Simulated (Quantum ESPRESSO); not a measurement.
# W in Quantum ESPRESSO: the effect of functional

W:

```
W
1.0
    -1.58234    1.58234    1.58234
     1.58234   -1.58234    1.58234
     1.58234    1.58234   -1.58234
W
1
Direct
  0.00000 0.00000 0.00000
```

Alike in all runs:

| Quantity | Value |
| --- | --- |
| Program | Quantum ESPRESSO 7.5 |
| Task | phonons |
| Cutoff | 762 eV |
| Density cutoff | 6095 eV |
| k mesh | 10 × 10 × 10 |
| Occupations | cold, width 0.2 eV |
| Spin | no spin polarisation |

Each run relaxes the cell or the atoms first.

```csv
functional,potentials or basis,relaxed volume (Å³/atom),highest phonon frequency (cm⁻¹)
PBEsol,GBRV 1.5 PBEsol,15.72,225
RPBE,GBRV 1.5 PBE,?,?
PW91,GBRV 1.5 PBE,16.17,215
AM05,GBRV 1.5 PBE,15.67,227
vdW-DF-cx,GBRV 1.5 PBE,15.77,225
```

Question: What does the run with functional RPBE give?

Answer: Relaxed volume 16.34 Å³/atom; highest phonon frequency 214 cm⁻¹.

Caveats: the mesh is thin for the phonons of a metal; the potentials were made for another functional, which shifts forces and pressure (some runs).

Runs at the PBE level aren't shown here.
